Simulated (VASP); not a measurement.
## Results of a VASP single-point calculation on MgO (zincblende)

POSCAR

```
Mg O
 1.0000000000000000
     0.0000000000000000    2.2820056617247078    2.2820056617247078
     2.2820056617247078    0.0000000000000000    2.2820056617247078
     2.2820056617247078    2.2820056617247078    0.0000000000000000
 Mg  O
   1   1
Cartesian
  0.0000000000000000  0.0000000000000000  0.0000000000000000
  1.1410028308623539  1.1410028308623539  1.1410028308623539
```

* gap between bands v and c: 5.24 eV
* least direct gap: 5.24 eV

Band v is the last that the valence electrons fill when counted band by band, and c is the next. Levels in eV from the top of v:

| point | v−1 | v | c | c+1 |
| --- | --- | --- | --- | --- |
| Γ | 0.00 | 0.00 | 5.24 | 18.81 |
| X | -0.81 | -0.81 | 7.89 | 13.42 |
| K | -1.73 | -0.61 | 9.16 | 13.15 |
| L | -0.21 | -0.21 | 10.60 | 11.61 |
| W | -1.74 | -1.11 | 9.41 | 13.52 |

Question: Which of these levels of theory gave these results?
A. PBE with spin–orbit coupling
B. PBE
C. LDA
D. HSE06
E. PBE0
F. PBEsol
G. r²SCAN

Answer: D.

The INCAR was:

```
LREAL = .FALSE.
PREC = Accurate
ENCUT = 520
PRECFOCK = Fast
LASPH = .TRUE.
ALGO = Normal
LWAVE = .FALSE.
LHFCALC = .TRUE.
ISTART = 1
GGA = PE
IBRION = -1
AEXX = 0.25
SIGMA = 0.01
ISIF = 2
NSW = 0
HFSCREEN = 0.2079
NELM = 120
ISMEAR = 0
LCHARG = .FALSE.
EDIFF = 1E-7
NBANDS = 11
```
